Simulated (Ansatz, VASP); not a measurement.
Two plane-wave programs on Ge

```
Ge
1.0
     0.00000    2.83793    2.83793
     2.83793    0.00000    2.83793
     2.83793    2.83793    0.00000
Ge
2
Cartesian
  2.8379 2.8379 2.8379
  4.2569 4.2569 4.2569
```

Alike in both runs: functional PBEsol; k mesh 10 × 10 × 10; occupations fermi-dirac, width 0.05 eV; no spin polarisation.

Ansatz relaxed the structure, and its values are those at the end. VASP's run is a single point on that final structure, the one shown.

|  | VASP | Ansatz |
| --- | --- | --- |
| version | VASP 6.6.1 | Ansatz 0.2.0 |
| potentials or method | VASP PAW PBE potentials, release 64 (Ge_d) | PAW with Ansatz's default frozen-core files, scalar-relativistic |
| plane-wave cutoff (eV) | 520 | 420 |
| valence electrons in the cell | 28 | 28 |

|  | VASP | Ansatz | Ansatz less VASP |
| --- | --- | --- | --- |
| pressure (GPa) | -0.4 | 0.0 | +0.40 |

Caveats: the PAW data sets were made with another functional, which shifts forces and pressure a little (VASP).
